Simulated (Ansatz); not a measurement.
Base system: GeO$_{2}$ in the rutile structure (space group P4_2/mnm, No. 136; a = 4.4875 Å, c = 2.9050 Å). Axes: x, y, z lie along a, b, c of the conventional cell.

(Cell as relaxed with PBE.)

Levels (all Ansatz, an electronic-structure program, PAW): PBE (420 eV, without spin-orbit coupling); PBEsol (420 eV, no SOC).

Each level relaxes its own structure.

```tsv
base	PBE	PBEsol
volume per atom	9.75 Å³	9.43 Å³
lattice parameter a	4.488 Å	4.428 Å
band gap	1.23 eV	1.57 eV
```

Modification: tensile biaxial strain of 4.62 % in the plane normal to [001], as in epitaxy on a mismatched substrate; the out-of-plane cell vector and the atoms relax.

| quantity | PBE | PBEsol |
|---|---|---|
| band gap | 1.09 eV | (withheld) |
| shift of the gap caused by the change | -0.14 eV | (withheld) |
| out-of-plane strain | -2.30 % | (withheld) |
| mean in-plane stress (compression positive) | -9.9 GPa | (withheld) |

Q: Given the PBE results, estimate those of PBEsol.

A: 
- band gap, PBEsol: 1.32 eV
- shift of the gap caused by the change, PBEsol: -0.25 eV
- out-of-plane strain, PBEsol: -2.38 %
- mean in-plane stress (compression positive), PBEsol: -12.0 GPa

PBE's band gap lies 0.23 eV below PBEsol's; PBE's shift of the gap caused by the change lies 0.11 eV above PBEsol's; PBE's out-of-plane strain lies 0.08 % above PBEsol's; PBE's in-plane stress lies 2.1 GPa above PBEsol's. Neither level is exact; PBEsol is the comparison here, not a measurement.

Gaps are Kohn–Sham eigenvalue differences; semilocal functionals usually give less than the measured gap. Stability against distortions was not tested.
